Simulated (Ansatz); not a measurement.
Calculation for HfO2 (rutile type): DFT, PBE, norm-conserving pseudopotentials, Ansatz's default files, scalar-relativistic (Ansatz 0.2.0). This run: the series' base cell.

The cell comes from a relaxation on PAW files under the same functional, begun from a prototype that needn't be the stable phase.

Command: `ansatz run input.yaml --threads 2 --pin off --max-ram 5120MiB --backend cpu --events-out ev --progress --plain --runs-dir out` It took 53 s on 2 threads of Intel(R) Xeon(R) Processor @ 2.50GHz (Skylake/Cascade Lake), on a shared host, peak memory 0.9 GiB.

```yaml
crystal:
  lattice:
    - [4.880383666, 0.0, 0.0]
    - [0.0, 4.880383666, 0.0]
    - [0.0, 0.0, 3.2375948422]
  atoms:
    - { symbol: Hf, position: [0.0, 0.0, 0.0] }
    - { symbol: Hf, position: [0.5, 0.5, 0.5] }
    - { symbol: O, position: [0.3051892464, 0.3051892464, 0.0] }
    - { symbol: O, position: [0.6948107536, 0.6948107536, 0.0] }
    - { symbol: O, position: [0.8051892464, 0.1948107536, 0.5] }
    - { symbol: O, position: [0.1948107536, 0.8051892464, 0.5] }
kpoints:
  mp_grid: { grid: [7, 7, 11] }
scf:
  occupations: { method: fermi_dirac, width: 0.1 }
hamiltonian:
  xc: pbe
  pseudopotentials: { kind: nc }
output:
  forces: true
  stress: true
  eigenvalues: true
```

Output:

```
Engine: ansatz 0.2.0
Pseudopotentials: kind: nc
Pseudopotential: Hf, nc, valence charge 26, recommended cutoff 1143 eV (normal), Hf.nc.azcp
Pseudopotential: O, nc, valence charge 6, recommended cutoff 1240 eV (normal), O.nc.azcp
Functional definition: PBE
  parameter kappa = 0.804
  parameter beta = 0.06672455060314922
  exchange = pbe_x(kappa = kappa, mu = beta*pi^2/3)
  correlation = pbe_c(beta = beta)
Crystal: 6 atoms, lattice volume = 77.114 Å³
Basis set: ecut = 1240 eV, 7671 PW (Γ), exchange–correlation on 120×120×80 points (8 copies of the dense FFT grid, shifted against one another)
Bands: 46, of which v1, the nominal top of the filled ones, is band 38 counted from 1 (37 counted from 0)
Symmetry: 16 space group operations
Space group: P42/mnm (ITA 136), of the structure as read, at distance tolerance 4.3e-5 Å
k-points: 60 of 539
Non-local potential: Hf, projectors of the file, l = 0: 2, l = 1: 2, l = 2: 2, l = 3: 2
Non-local potential: O, projectors of the file, l = 0: 2, l = 1: 2, l = 2: 1
Initial density: superposition of atomic densities (chi_scale 0.1, normalization cell, long waves kept (reshape's long-wave potential 0.00 eV rms))
Initial wavefunctions: pseudopotential atomic-orbital guess
Functional: x = pbe(κ = 0.804, μ = 0.2195149727645171), c = pbe(β = 0.06672455060314922)
SCF iter   1: F=—  HF=-16349.781189 eV  |F-HF|=—  |Δ(HF+E_count)|=         —  Δρ=1.06e-1  dr2=6.82e0  ethr=3.10e-3  ⟨swp⟩=6.4  Hψ=10972  notcnv=0
preconditioner: auto → Resta (q_TF=auto, 2.722 Å⁻¹)  ε∞=4.7  [insulator: Δε(μ)=2.639 eV  Ē_g=18.652 eV  σ=0.100 eV  W_gap=1.00  n_scr=30 (ndim 8)  ℏωp=35.9 eV  f_vac=0.012  D(μ)=0.00/eV (n_scr^D=0)  ε∞_Penn≈4.7]
SCF iter   2: F=—  HF=-16347.851674 eV  |F-HF|=—  |Δ(HF+E_count)|=    1.93e0  Δρ=4.26e-2  dr2=1.38e0  ethr=3.10e-3  ⟨swp⟩=3.3  Hψ=6490  notcnv=0  defer=68
SCF iter   3: F=—  HF=-16347.487643 eV  |F-HF|=—  |Δ(HF+E_count)|=   3.64e-1  Δρ=2.18e-2  dr2=2.66e-1  ethr=1.82e-3  ⟨swp⟩=3.0  Hψ=5402  notcnv=0  defer=68
SCF iter   4: F=—  HF=-16347.447022 eV  |F-HF|=—  |Δ(HF+E_count)|=   4.06e-2  Δρ=6.18e-3  dr2=3.15e-2  ethr=3.50e-4  ⟨swp⟩=3.1  Hψ=4498  notcnv=0  defer=80
SCF iter   5: F=—  HF=-16347.454051 eV  |F-HF|=—  |Δ(HF+E_count)|=   7.03e-3  Δρ=1.72e-3  dr2=1.56e-3  ethr=4.15e-5  ⟨swp⟩=2.1  Hψ=4988  notcnv=0  defer=87
SCF iter   6: F=—  HF=-16347.455508 eV  |F-HF|=—  |Δ(HF+E_count)|=   1.46e-3  Δρ=4.38e-4  dr2=1.14e-4  ethr=2.05e-6  ⟨swp⟩=2.0  Hψ=4759  notcnv=0  defer=87
SCF iter   7: F=—  HF=-16347.455545 eV  |F-HF|=—  |Δ(HF+E_count)|=   3.67e-5  Δρ=1.09e-4  dr2=1.11e-5  ethr=1.50e-7  ⟨swp⟩=2.0  Hψ=4875  notcnv=0  defer=87
SCF iter   8: F=—  HF=-16347.455220 eV  |F-HF|=—  |Δ(HF+E_count)|=   3.25e-4  Δρ=2.59e-5  dr2=3.13e-7  ethr=1.46e-8  ⟨swp⟩=2.5  Hψ=4572  notcnv=0  defer=87
SCF iter   9: F=-16347.455220 eV  HF=-16347.455220 eV  |F-HF|=9.27e-9  |Δ(HF+E_count)|=   1.44e-7  Δρ=6.35e-6  dr2=3.13e-8  ethr=1.32e-10  ⟨swp⟩=14.0  Hψ=15317  notcnv=0
SCF 1 converged in 9 iterations: F = -16347.455220 eV  dr2 = 3.13e-8
SCF converged after 9 iterations
Free energy (F): -16347.455220 eV
Harris-Foulkes:  -16347.455220 eV  (|F-HF|=9.27e-9)
Internal energy: -16347.455220 eV  (E = F + TS)
E sigma→0 (E₀):  -16347.455220 eV
Fermi energy:    14.556909 eV
--- Per-component energies (eV) ---
  E_band       = -118.543038
  E_kinetic    = 8858.102451
  E_local      = -14562.275005  (includes V_loc(G=0)·N_el)
  E_nonlocal   = -2883.524143
  E_hartree    = 5214.074650
  E_xc         = -2563.458790
  E_vxc        = -1959.004003  (∫ρ·V_xc dr)
  E_ewald      = -10410.374384
  E_smearing   = -0.000000  (= −TS)
  E_closure    = 0.000000  (closes the sum)
  Σ components = -16347.455220   (vs F -16347.455220, Δ=0.00e0)
--- Forces (eV/Å), atoms counted from 1 ---
  atom   1  Hf     0.00000000    -0.00000000     0.00000000
  atom   2  Hf     0.00000000     0.00000000     0.00000000
  atom   3  O      0.00040035     0.00040035     0.00000000
  atom   4  O     -0.00040035    -0.00040035     0.00000000
  atom   5  O      0.00040035    -0.00040035     0.00000000
  atom   6  O     -0.00040035     0.00040035     0.00000000
  max |Σ_I F_I| component: 1.73e-18 eV/Å
--- Stress (GPa, compression-positive) ---
        0.031057       0.000000       0.000000
        0.000000       0.031057       0.000000
        0.000000       0.000000       0.079992
  P = ⅓ Tr σ = 0.0474 GPa (0.474 kbar)
--- Band table (eV; the first three rows and the last of 60) ---
  k-point 0: bands = ["-47.9109", "-47.9028", "-16.8206", "-16.8206", "-16.5586", "-16.5586", "-16.4336", "-16.3818", "-4.9215", "-4.1675", "-3.1702", "-3.1702", "2.0543", "2.0543", "2.0797", "2.0797", "2.1009", "2.1238", "2.1253", "2.1253", "2.1371", "2.1430", "2.1842", "2.1874", "2.2796", "2.2796", "7.2000", "7.7243", "8.4469", "9.1620", "9.1620", "10.8029", "10.8029", "11.0307", "11.9286", "12.1775", "12.1775", "12.5833", "16.4817", "16.6747", "17.7178", "18.0809", "18.0809", "18.6265", "20.2455", "20.6502"]
  k-point 1: bands = ["-47.9093", "-47.9015", "-16.8079", "-16.8079", "-16.5576", "-16.5576", "-16.4797", "-16.4310", "-4.8292", "-4.1015", "-3.2219", "-3.2219", "2.0555", "2.0555", "2.0803", "2.0803", "2.1034", "2.1241", "2.1269", "2.1269", "2.1358", "2.1412", "2.1797", "2.1865", "2.2724", "2.2724", "7.3329", "7.8248", "8.5304", "9.1457", "9.1457", "10.7892", "10.9074", "10.9074", "11.6256", "12.0738", "12.0738", "12.5355", "16.6568", "16.9384", "17.6552", "18.0461", "18.0461", "18.8282", "20.1334", "20.8014"]
  k-point 2: bands = ["-47.9049", "-47.8981", "-16.7729", "-16.7729", "-16.6007", "-16.5604", "-16.5559", "-16.5559", "-4.5790", "-3.9305", "-3.3594", "-3.3594", "2.0587", "2.0587", "2.0817", "2.0817", "2.1114", "2.1237", "2.1315", "2.1315", "2.1324", "2.1365", "2.1688", "2.1866", "2.2538", "2.2538", "7.7054", "8.0953", "8.7766", "9.1429", "9.1429", "10.2125", "10.9403", "11.1400", "11.1400", "11.7871", "11.7871", "12.3718", "17.0616", "17.5105", "17.5247", "18.0334", "18.0334", "19.4080", "19.8181", "21.2060"]
  k-point 59: bands = ["-47.8890", "-47.8889", "-16.9653", "-16.9602", "-16.6265", "-16.6213", "-16.5871", "-16.5854", "-3.9434", "-3.8423", "-3.5193", "-3.4130", "2.0669", "2.0670", "2.0861", "2.0863", "2.1220", "2.1223", "2.1233", "2.1234", "2.1531", "2.1533", "2.1762", "2.1924", "2.1952", "2.2135", "8.3665", "8.5928", "8.7471", "8.9397", "9.5101", "9.6741", "10.6087", "10.6408", "11.4999", "11.5594", "12.0205", "12.0644", "17.3905", "17.6647", "18.2317", "18.5823", "18.8359", "18.9010", "21.5953", "21.8023"]
```

Next run (volume at 0.62 of the series' base cell), as changes to the input before:

```diff
   lattice:
-    - [4.880383666, 0.0, 0.0]
-    - [0.0, 4.880383666, 0.0]
-    - [0.0, 0.0, 3.2375948422]
+    - [3.9717317771, 0.0, 0.0]
+    - [0.0, 3.9717317771, 0.0]
+    - [0.0, 0.0, 3.0308350127]
   atoms:
-    - { symbol: O, position: [0.3051892464, 0.3051892464, 0.0] }
-    - { symbol: O, position: [0.6948107536, 0.6948107536, 0.0] }
-    - { symbol: O, position: [0.8051892464, 0.1948107536, 0.5] }
-    - { symbol: O, position: [0.1948107536, 0.8051892464, 0.5] }
+    - { symbol: O, position: [0.3135579535, 0.3135579535, 0.0] }
+    - { symbol: O, position: [0.6864420465, 0.6864420465, 0.0] }
+    - { symbol: O, position: [0.8135579535, 0.1864420465, 0.5] }
+    - { symbol: O, position: [0.1864420465, 0.8135579535, 0.5] }
 kpoints:
```

Results part of the output:

```
SCF 1 converged in 8 iterations: F = -16331.592298 eV  dr2 = 1.39e-8
SCF converged after 8 iterations
Free energy (F): -16331.592298 eV
Harris-Foulkes:  -16331.592298 eV  (|F-HF|=2.11e-8)
Internal energy: -16331.592298 eV  (E = F + TS)
E sigma→0 (E₀):  -16331.592298 eV
Fermi energy:    26.381550 eV
--- Per-component energies (eV) ---
  E_band       = 749.873694
  E_kinetic    = 8976.553316
  E_local      = -11609.210512  (includes V_loc(G=0)·N_el)
  E_nonlocal   = -2875.399908
  E_hartree    = 4133.701362
  E_xc         = -2599.753517
  E_vxc        = -2009.474371  (∫ρ·V_xc dr)
  E_ewald      = -12357.483037
  E_smearing   = -0.000000  (= −TS)
  E_closure    = -0.000000  (closes the sum)
  Σ components = -16331.592298   (vs F -16331.592298, Δ=0.00e0)
--- Forces (eV/Å), atoms counted from 1 ---
  atom   1  Hf     0.00000000    -0.00000000     0.00000000
  atom   2  Hf     0.00000000     0.00000000     0.00000000
  atom   3  O     -0.02572008    -0.02572008     0.00000000
  atom   4  O      0.02572008     0.02572008     0.00000000
  atom   5  O     -0.02572008     0.02572008     0.00000000
  atom   6  O      0.02572008    -0.02572008     0.00000000
  max |Σ_I F_I| component: 3.47e-18 eV/Å
--- Stress (GPa, compression-positive) ---
      255.733694       0.000000       0.000000
        0.000000     255.733694       0.000000
        0.000000       0.000000     256.253362
  P = ⅓ Tr σ = 255.9069 GPa (2559.069 kbar)
--- Band table (eV; the first three rows and the last of 60) ---
  k-point 0: bands = ["-35.2985", "-35.1650", "-6.0669", "-6.0669", "-4.6805", "-4.4256", "-4.4256", "-4.1413", "3.3110", "4.1358", "8.5745", "8.5745", "14.8266", "14.8776", "14.8776", "14.9963", "14.9963", "15.0853", "15.1490", "15.1490", "15.1715", "15.2309", "15.3007", "15.3108", "15.3871", "15.5391", "15.5422", "15.6492", "15.6492", "17.2347", "17.2347", "21.0296", "21.0296", "21.7638", "22.5691", "22.9738", "24.5115", "24.5115", "27.9725", "29.2419", "30.2192", "30.2192", "30.5972", "34.7360"]
  k-point 1: bands = ["-35.2906", "-35.1624", "-6.0274", "-6.0274", "-4.8572", "-4.4308", "-4.4308", "-4.3667", "3.6263", "4.3999", "8.3840", "8.3840", "14.8054", "14.8780", "14.8780", "14.9924", "14.9959", "14.9959", "15.1463", "15.1510", "15.1510", "15.1586", "15.1631", "15.2890", "15.5340", "15.5340", "15.6927", "15.7319", "15.8427", "17.5426", "17.5426", "20.9951", "20.9951", "21.4094", "22.4108", "22.5885", "24.4457", "24.4457", "28.3233", "29.4115", "30.3814", "30.3814", "30.4930", "34.5687"]
  k-point 2: bands = ["-35.2688", "-35.1561", "-5.9161", "-5.9161", "-5.2877", "-4.9047", "-4.4492", "-4.4492", "4.4125", "5.0652", "7.9069", "7.9069", "14.7801", "14.8806", "14.8806", "14.8958", "14.9957", "14.9957", "15.0538", "15.0811", "15.1394", "15.1542", "15.1542", "15.2827", "15.3675", "15.3675", "16.1462", "16.1965", "16.4918", "18.0997", "18.0997", "20.5411", "21.0141", "21.0141", "21.7460", "21.9397", "24.2896", "24.2896", "29.0169", "29.6841", "30.3278", "30.8047", "30.8047", "34.1003"]
  k-point 59: bands = ["-35.1647", "-35.1637", "-6.4115", "-6.3117", "-5.5652", "-5.4236", "-4.6446", "-4.6349", "5.8401", "6.4927", "7.0711", "7.7419", "14.9178", "14.9232", "14.9631", "14.9812", "15.0031", "15.0210", "15.0360", "15.0571", "15.1066", "15.1266", "15.1302", "15.1498", "15.2540", "15.2648", "16.5861", "16.8207", "18.4367", "18.7458", "19.1734", "19.2877", "21.1522", "21.3832", "22.7659", "22.7778", "23.2711", "23.4703", "29.6518", "29.9784", "30.0237", "30.0342", "32.3886", "32.7181"]
```

Spin–orbit coupling is left out, which matters for the heavy atoms. The norm-conserving files are those that the library serves for this functional. The structure type is held throughout; the real material can change phase at far lower pressure.
